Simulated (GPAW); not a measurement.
# Screening of a field by black arsenene monolayer, part 2 of 2

Aim: the dipole that a field along the normal induces in black arsenene monolayer.

GPAW 26.7.0; GPAW, PAW setups; layer in a repeated cell with vacuum, relaxation of atoms and in-plane cell (the session's first sound run).

So far. Step 4 (In a field): The dipole is now -0.0969 e Å, against -2.9e-4 in the run without a field. Step 5 (Field on): The dipole is now -0.0485 e Å, against -2.9e-4 in the run without a field.

## 8. Field on

Level of this step: GPAW, PAW setups; slab in vacuum (GPAW).

The input, run.py:

```python
import json
import numpy as np
from ase import Atoms
from gpaw import GPAW, PW
from gpaw.external import ConstantElectricField

slab = Atoms(
    ['As', 'As', 'As', 'As'],
    positions=[
        [0.33613, 0.00000, 9.00000],
        [2.03879, 1.84350, 9.00001],
        [4.41530, -0.00000, 11.40368],
        [2.71263, 1.84350, 11.40368]],
    cell=[[4.75142, 0.0, 0.0], [0.0, 3.687, 0.0], [0.0, 0.0, 20.4037]],
    pbc=[True, True, False])

slab.calc = GPAW(mode=PW(400), xc='PBE', kpts={'size': (6, 8, 1), 'gamma': True},
                 occupations={'name': 'fermi-dirac', 'width': 0.05}, nbands='160%',
                 convergence={'density': 1e-05}, maxiter=200,
                 poissonsolver={'dipolelayer': 'xy'},
                 external=ConstantElectricField(0.1, [0, 0, 1]),
                 symmetry={'tolerance': 1e-3}, txt='slab.txt')
result = {}
energy = slab.get_potential_energy()
fermi = slab.calc.get_fermi_level()
v = slab.calc.get_electrostatic_potential().mean((0, 1)) - fermi
n = slab.calc.get_pseudo_density().mean((0, 1))
L = slab.cell[2, 2]
z = np.arange(len(v)) * L / len(v)
low, high = slab.positions[:, 2].min(), slab.positions[:, 2].max()
below, above = np.interp([low - 6.8, high + 6.8], z, v)
slopes = [np.interp(x, z, np.gradient(v, z)) for x in (low - 6.8, high + 6.8)]
eps = np.array([[slab.calc.get_eigenvalues(k, s) for k in range(len(slab.calc.get_ibz_k_points()))]
                for s in range(slab.calc.get_number_of_spins())]) - fermi
top, bottom = eps[eps < 0].max(), eps[eps > 0].min()
dipole = slab.get_dipole_moment()[2]
print(f'energy {energy:.4f} eV, Fermi level {fermi:.4f} eV, dipole {dipole:.5f} e A')
print(f'potential 6.8 A off the faces, from the Fermi level: lower {below:.4f} eV, upper {above:.4f} eV')
print(f'slope of the potential there: lower {slopes[0]:.5f}, upper {slopes[1]:.5f} eV/A')
print(f'nearest levels on the mesh: {top:.4f} and {bottom:.4f} eV')
print('magnetic moment', round(slab.get_magnetic_moment(), 3))
result.update(energy=energy, fermi=fermi, dipole=dipole, below=below, above=above, slopes=slopes, edges=[top, bottom],
              z=z.tolist(), v=v.tolist(), n=n.tolist(), positions=slab.positions.tolist(),
              forces=slab.get_forces(apply_constraint=False).tolist(), moments=slab.get_magnetic_moments().tolist())
json.dump(result, open('result.json', 'w'))
```

On the command line:

```sh
$ OMP_NUM_THREADS=1 OPENBLAS_NUM_THREADS=1 python run.py
```

The program printed:

```text
energy -18.4883 eV, Fermi level -1.5786 eV, dipole 0.04846 e A
potential 6.8 A off the faces, from the Fermi level: lower 4.4867 eV, upper 3.9861 eV
slope of the potential there: lower -0.00003, upper 0.00002 eV/A
nearest levels on the mesh: -0.4472 and 0.4063 eV
magnetic moment 0.0
```

It took 33 s on 1 thread of Arm Neoverse V2, shared host; peak memory 0.26 GiB.

Table of electrostatic potential energy of an electron (without an applied field's), less the Fermi level, planar mean by z:

z (Å), electrostatic potential energy of an electron (without an applied field's), less the Fermi level, planar mean (eV) and a bar from the least value:
```
      0.0        4.2 ##############################
      0.5        4.5 ##############################
      1.0        4.5 ##############################
      1.5        4.5 ##############################
      2.0        4.5 ##############################
      2.5        4.5 ##############################
      3.0        4.5 ##############################
      3.5        4.5 ##############################
      4.0        4.5 ##############################
      4.5        4.5 ##############################
      5.0        4.5 ##############################
      5.5        4.5 ##############################
      6.0        4.5 ##############################
      6.5        4.4 ##############################
      7.0        4.3 ##############################
      7.5        3.8 #############################
      8.0        1.4 ##########################
      8.5       -7.1 ###############
      9.0      -18.5 
      9.5       -7.8 ##############
     10.0        0.2 ########################
     10.5       -0.6 #######################
     11.0      -10.7 ##########
     11.5      -18.1 #
     12.0       -5.0 ##################
     12.5        1.7 ##########################
     13.0        3.5 #############################
     13.5        3.9 #############################
     14.0        4.0 #############################
     14.5        4.0 #############################
     15.0        4.0 #############################
     15.5        4.0 #############################
     16.0        4.0 #############################
     16.5        4.0 #############################
     17.0        4.0 #############################
     17.5        4.0 #############################
     18.0        4.0 #############################
     18.5        4.0 #############################
     19.0        4.0 #############################
     19.5        4.0 #############################
     20.0        4.0 #############################
```

The dipole is now 0.0485 e Å, against -2.9e-4 in the run without a field.

## 9. In a field

run.py: that of step 8 with these lines changed.

```diff
@@ -20,3 +20,3 @@
                  poissonsolver={'dipolelayer': 'xy'},
-                 external=ConstantElectricField(0.1, [0, 0, 1]),
+                 external=ConstantElectricField(0.2, [0, 0, 1]),
                  symmetry={'tolerance': 1e-3}, txt='slab.txt')
```

The program printed:

```text
energy -18.4956 eV, Fermi level -1.5810 eV, dipole 0.09693 e A
potential 6.8 A off the faces, from the Fermi level: lower 4.7401 eV, upper 3.7388 eV
slope of the potential there: lower -0.00003, upper 0.00002 eV/A
nearest levels on the mesh: -0.4464 and 0.4054 eV
magnetic moment 0.0
```

Elapsed: 33 s, on 1 thread; peak memory 0.26 GiB.

The electrostatic potential energy of an electron (without an applied field's), less the Fermi level, planar mean by z:

| z (Å) | electrostatic potential energy of an electron (without an applied field's), less the Fermi level, planar mean (eV) |
| --- | --- |
| 0 | 4.24 |
| 1 | 4.74 |
| 2 | 4.74 |
| 3 | 4.74 |
| 4 | 4.74 |
| 5 | 4.74 |
| 6 | 4.73 |
| 7 | 4.56 |
| 8 | 1.62 |
| 9 | -18.4 |
| 10 | 0.224 |
| 11 | -10.8 |
| 12 | -5.18 |
| 13 | 3.23 |
| 14 | 3.71 |
| 15 | 3.74 |
| 16 | 3.74 |
| 17 | 3.74 |
| 18 | 3.74 |
| 19 | 3.74 |
| 20 | 3.76 |

The dipole is now 0.0969 e Å, against -2.9e-4 in the run without a field.

## 10. Field on

run.py: that of step 9 with these lines changed.

```diff
@@ -20,3 +20,3 @@
                  poissonsolver={'dipolelayer': 'xy'},
-                 external=ConstantElectricField(0.2, [0, 0, 1]),
+                 external=ConstantElectricField(0.3, [0, 0, 1]),
                  symmetry={'tolerance': 1e-3}, txt='slab.txt')
```

The program printed:

```text
energy -18.5077 eV, Fermi level -1.5851 eV, dipole 0.14544 e A
potential 6.8 A off the faces, from the Fermi level: lower 4.9958 eV, upper 3.4935 eV
slope of the potential there: lower -0.00003, upper 0.00002 eV/A
nearest levels on the mesh: -0.4449 and 0.4039 eV
magnetic moment 0.0
```

The job ended after 36 s (1 thread; peak memory 0.26 GiB).

The dipole is now 0.145 e Å, against -2.9e-4 in the run without a field.

## 11. The series

The members are put on one axis.

This step: induced dipole against applied field (GPAW 26.7.0).

The dipole along the normal by field:

| field (V/Å) | dipole along the normal (e·Å) |
| --- | --- |
| -0.200 | -0.0969 |
| -0.100 | -0.0485 |
| -0.050 | -0.0242 |
| 0.000 | -2.9e-4 |
| 0.050 | 0.0242 |
| 0.100 | 0.0485 |
| 0.200 | 0.0969 |
| 0.300 | 0.145 |

## 12. A changed run

One more run, with changed settings.

This step: GPAW, PAW setups; slab in vacuum (GPAW 26.7.0).

run.py: that of step 10 with these lines changed.

```diff
@@ -4,3 +4,2 @@
 from gpaw import GPAW, PW
-from gpaw.external import ConstantElectricField
 
@@ -16,7 +15,6 @@
 
-slab.calc = GPAW(mode=PW(400), xc='PBE', kpts={'size': (6, 8, 1), 'gamma': True},
+slab.calc = GPAW(mode=PW(400), xc='PBE', kpts={'size': (1, 1, 1), 'gamma': True},
                  occupations={'name': 'fermi-dirac', 'width': 0.05}, nbands='160%',
-                 convergence={'density': 1e-05}, maxiter=200,
+                 convergence={'density': 1e-05}, maxiter=100,
                  poissonsolver={'dipolelayer': 'xy'},
-                 external=ConstantElectricField(0.3, [0, 0, 1]),
                  symmetry={'tolerance': 1e-3}, txt='slab.txt')
```

The program printed:

```text
energy -13.5855 eV, Fermi level -1.6873 eV, dipole -0.00029 e A
potential 6.8 A off the faces, from the Fermi level: lower 4.4238 eV, upper 4.4259 eV
slope of the potential there: lower -0.00002, upper 0.00002 eV/A
nearest levels on the mesh: -0.4199 and 0.4199 eV
magnetic moment 0.0
```

Run time: 3.3 s. Hardware: 1 thread; peak memory 0.18 GiB.

The run finished. A setting was moved off its sound value on purpose, so it serves as a test and not as the result.

The fault put into the input: one k-point (kpts = [1, 1]).

The two runs compared:

| quantity | this run | sound run | difference |
| --- | --- | --- | --- |
| upper work function (eV) | 4.4259 | 4.2364 | 0.189 |
| lower work function (eV) | 4.4238 | 4.2344 | 0.189 |
| upper ionisation energy (eV) | 4.8457 | 4.6839 | 0.162 |

The two runs differ clearly in the lower work function: 4.42 eV against 4.23 eV.

## 13. Outcome

```json
{
  "work function, both faces (Fermi level placed in the gap by the smearing)": "4.24 eV",
  "ionisation energy from the upper face (highest filled level on the mesh)": "4.68 eV",
  "electron affinity from the upper face (lowest empty Kohn-Sham level on the mesh)": "3.83 eV",
  "dipole along the normal": "-2.9e-4 e Å",
  "induced dipole per field": "0.485 e Å per V/Å",
  "out-of-plane polarisability per area, α/(ε0 A)": "5.01 Å"
}
```

The field induces 0.485 e Å per V/Å, a polarisable thickness α/(ε0 A) of 5.01 Å beside 2.40 Å between the outermost nuclei. A perfect conductor would give the distance between its two image planes; a dielectric of thickness t gives t(1 - 1/ε). The levels nearest the Fermi level on the mesh lie 0.854 eV apart, so the slab is gapped there: the smearing puts the Fermi level inside the gap, and from either face the ionisation energy is the work function plus 0.45 eV. Both are Kohn-Sham levels on the mesh, and semilocal gaps are too small, so the affinity tends to come out too large and the ionisation energy too small. The induced dipole is linear in the field over this range. The small printed dipole stands for a step of 3.0 meV from the lower to the upper face, and the probes find 2.1 meV; values this small are near the numerical noise of both. The layer's cell and atoms come from the relaxation; spin-orbit coupling and temperature are left out.

[Logs are printed without paths, hosts, clocks, repeated set-up lines and the standing remarks that a program may print on its own settings, such as how far it seeks lower states.]

[Hosts, paths, dates, database ids (printed as entryN), source tags and the programs' standing remarks are cut or masked in the printed files.]
